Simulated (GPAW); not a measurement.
Write an ASE script for GPAW 26.7.0 that does the following.

| Property | Result |
| --- | --- |
| Task | single point |
| Functional | PBE |
| Potentials or basis | GPAW PAW data sets (gpaw-data 1.2.1) |
| Cutoff | 600 eV |
| Basis | pw |
| k mesh | 6 × 6 × 6 |
| Occupations | fermi-dirac, width 0.05 eV |
| Spin | no spin polarisation |
| Maxiter | 150 |

Crystal: CsBr.

```xyz
2
Lattice="4.3256 0.0000 0.0000 0.0000 4.3256 0.0000 0.0000 0.0000 4.3256" Properties=species:S:1:pos:R:3 pbc="T T T"
Cs    0.0000    0.0000    0.0000
Br    2.1628    2.1628    2.1628
```

The cell comes from a database or a generator and needn't be the stable form of this composition.

The input as run:

run.py

```python
from ase import Atoms
from ase.dft.bandgap import bandgap
from ase.io import write
from ase.units import Bohr, GPa
from gpaw import GPAW, PW
from gpaw.elf import elf_from_dft_calculation

atoms = Atoms(['Cs', 'Br'],
              cell=[[4.32562222, 0.0, 0.0],
                    [0.0, 4.32562222, 0.0],
                    [0.0, 0.0, 4.32562222]],
              scaled_positions=[[0.0, 0.0, 0.0],
                                [0.5, 0.5, 0.5]],
              pbc=True)

calc = GPAW(mode=PW(600),
            xc='PBE',
            kpts={'size': (6, 6, 6), 'gamma': True},
            occupations={'name': 'fermi-dirac', 'width': 0.05},
            nbands=16,
            convergence={'density': 1e-05, 'energy': 1e-05},
            maxiter=150,
            txt='gpaw.txt')
atoms.calc = calc
energy = atoms.get_potential_energy()
forces = atoms.get_forces()
stress = atoms.get_stress()
calc.write('gs.gpw')
write('result.traj', atoms)
print(f'Energy: {energy:.6f} eV')
print('Forces (eV/A):')
print(forces.round(4))
print('Stress (GPa):', (stress / GPa).round(3))
print('Fermi level:', round(calc.get_fermi_level(), 4), 'eV')
print(f'Gap: {bandgap(calc)[0]:.4f} eV, direct: {bandgap(calc, direct=True)[0]:.4f} eV')

# fields on the real-space grid
write('density.cube', atoms, data=calc.get_pseudo_density() * Bohr**3)
write('potential.cube', atoms, data=calc.get_electrostatic_potential())
write('elf.cube', atoms, data=elf_from_dft_calculation(calc).data)
```

Potentials or basis: GPAW PAW data sets (gpaw-data 1.2.1), pw.

Launch:

```bash
$ OMP_NUM_THREADS=1 python run.py
```

Results of the run:

```yaml
Pressure: 0.6 GPa
Band_gap_on_the_k_mesh: 4.42 eV, indirect (least direct gap 4.43 eV)
```

Caveat: spin-orbit coupling is left out, which moves the levels of the heavy elements.

Wall time 13 s on 1 thread of Arm Neoverse V1, on a shared host, peak memory 0.17 GiB.
